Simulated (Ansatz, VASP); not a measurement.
**One calculation of Y, two programs**

Contents of INCAR:

```
ALGO = Normal ; EDIFF = 1E-6
ENCUT = 520 ; GGA = PS
ISIF = 2 ; ISMEAR = -1
LASPH = True ; LCHARG = True
LELF = True ; LREAL = False
LVHAR = True ; LWAVE = False
NBANDS = 12 ; NELM = 60
PREC = Accurate ; SIGMA = 0.08
```

Contents of KPOINTS:

```
k-points
0
Gamma
  12 12 12
```

File POSCAR:

```
Y
1.0
    2.4453416654      0.0000000000      0.0000000000
    0.0000000000      2.4453416654      0.0000000000
    0.0000000000      0.0000000000      2.4453416654
Y
1
Direct
    0.0000000000      0.0000000000      0.0000000000
```

Input for Ansatz:

```yaml
crystal:
  lattice:
    - [2.4453416654, 0.0, 0.0]
    - [0.0, 2.4453416654, 0.0]
    - [0.0, 0.0, 2.4453416654]
  atoms:
    - { symbol: "Y", position: [0.0, 0.0, 0.0] }
kpoints:
  mp_grid: { grid: [12, 12, 12] }
  band_path:
    path:
      - [0.0, 0.0, 0.0]
      - [0.0, 0.5, 0.0]
      - [0.5, 0.5, 0.0]
      - [0.0, 0.0, 0.0]
      - [0.5, 0.5, 0.5]
      - [0.0, 0.5, 0.0]
      - [0.5, 0.5, 0.5]
      - [0.5, 0.5, 0.0]
    npoints: 8
scf:
  occupations: { method: fermi_dirac, width: 0.08 }
hamiltonian:
  xc: pbesol
  pseudopotentials: { kind: all_electron, lapw: { basis_error: 0.001 } }
output:
  forces: true
  stress: true
  eigenvalues: true
  populations: true
  dos: { projected: true, de: 0.2, e_range: [-14, 8] }
```

Change from the starting cell: volume scaled by 0.45, LAPW.

Alike in both runs: task single point; functional PBEsol; k mesh 12 × 12 × 12; occupations fermi-dirac, width 0.08 eV; no spin polarisation.

|  | VASP | Ansatz |
| --- | --- | --- |
| version | VASP 6.6.1 | Ansatz 0.2.0 |
| potentials or method | VASP PAW PBE potentials, release 64 (Y_sv) | all-electron LAPW, scalar-relativistic |
| plane-wave cutoff (eV) | 520 | see its input |

Ansatz gave:

| Property | Result |
| --- | --- |
| pressure (GPa) | 103.6 |

Task: Estimate VASP's values.

Result: Pressure (GPa): 103.8.

Ansatz ran all-electron here, so the differences hold the error of VASP's frozen core and of both bases.

Caveats: the cell as given lies far from equilibrium; so large a pressure means that the cell lies far from this level's equilibrium, or that cutoff or potentials fall short (VASP); the potentials were made for another functional, which shifts forces and pressure (VASP).
